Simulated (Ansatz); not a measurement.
# Direct or indirect: MgH2O2 sheet (P-3m1)

```xyz
5
Lattice="3.1859 0.0108 0.0000 1.5833 2.7646 0.0000 0.0000 0.0000 19.0000" Properties=species:S:1:pos:R:3 pbc="T T T"
Mg    1.5821    0.9207    9.5000
O     3.1718    1.8458    8.4658
O    -0.0077   -0.0045   10.5342
H     3.1719    1.8459    7.5019
H     4.7613    2.7709   11.4981
```

Method: Ansatz, PBE, independent particles, without spin-orbit coupling, line width 0.1 eV (Gaussian). The band structure gives a fundamental gap of 3.36 eV. The spectrum of vertical transitions near the edge:

```
E (eV)  absorbance (%), E ∥ xy
  2.88                    0.00
  3.00                    0.00
  3.12                    0.00
  3.24                    0.05
  3.36                    0.52
  3.48                    0.95
  3.60                    0.91
  3.72                    0.82
  3.84                    0.74
  3.96                    0.68
  4.08                    0.63
  4.20                    0.60
  4.32                    0.67
  4.44                    0.73
  4.56                    0.69
```

(1) Is the gap direct or indirect, and about where do vertical transitions set in?

Answers

(1) Direct: the band path has its least direct gap at the fundamental one, 3.36 eV, and the curves rise from there. Lines are broadened by 0.1 eV, which spreads the edge.

Note: cells built here by substitution need not match a known phase.

[Logs are printed without paths, hosts, clocks, repeated set-up lines and the standing remarks that a program may print on its own settings, such as how far it seeks lower states.]
